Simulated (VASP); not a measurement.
## SnSe2: single point with PBE+D4

Crystal: SnSe2.

```
Sn Se
1.0
     3.86115    0.00000    0.00000
    -1.93058    3.34385    0.00000
     0.00000    0.00000    6.21675
Sn Se
1 2
Direct
  0.00000 0.00000 0.00000
  0.66667 0.33333 0.75100
  0.33333 0.66667 0.24900
```

```yaml
Program: VASP 6.6.1
Task: single point
Functional: PBE
Dispersion: D4
Potentials_or_basis: VASP PAW PBE potentials, release 64 (Sn_d, Se)
Cutoff: 520 eV
k_mesh: 8 × 8 × 5
Occupations: fermi-dirac, width 0.05 eV
Spin: no spin polarisation
```

```yaml
Pressure: 0.4 GPa
Largest_force: 0.438 eV/Å
Band_gap_on_the_k_mesh: 0.75 eV, indirect (least direct gap 0.93 eV)
Dispersion_energy_per_atom: -0.382 eV
```

Forces on the atoms (eV/Å):
```
Sn   0.000  0.000  0.000
Se   0.000  0.000 -0.438
Se   0.000  0.000  0.438
```

Stress tensor (GPa, compression positive):
```
-0.12  0.00  0.00
 0.00 -0.12  0.00
 0.00  0.00  1.52
```

Levels at points of the mesh, in eV from the valence-band top:
```csv
k point,band 9,band 10,band 11,band 12,band 13,band 14,band 15,band 16,band 17,band 18
"(0.00, 0.00, 0.00)",-0.66,-0.66,-0.37,-0.37,-0.02,0.92,2.92,4.56,4.56,8.08
"(0.50, 0.00, 0.00)",-4.27,-2.76,-2.54,-1.11,-0.29,1.10,3.75,5.39,5.49,7.05
```

It took 38 s on 1 thread of Intel(R) Xeon(R) Platinum 8488C (Sapphire Rapids), on a shared host, peak memory 0.23 GiB.

Caveat: spin-orbit coupling is left out, which moves the levels of the heavy elements; an odd mesh through Γ misses points on the zone boundary, where band edges often lie.
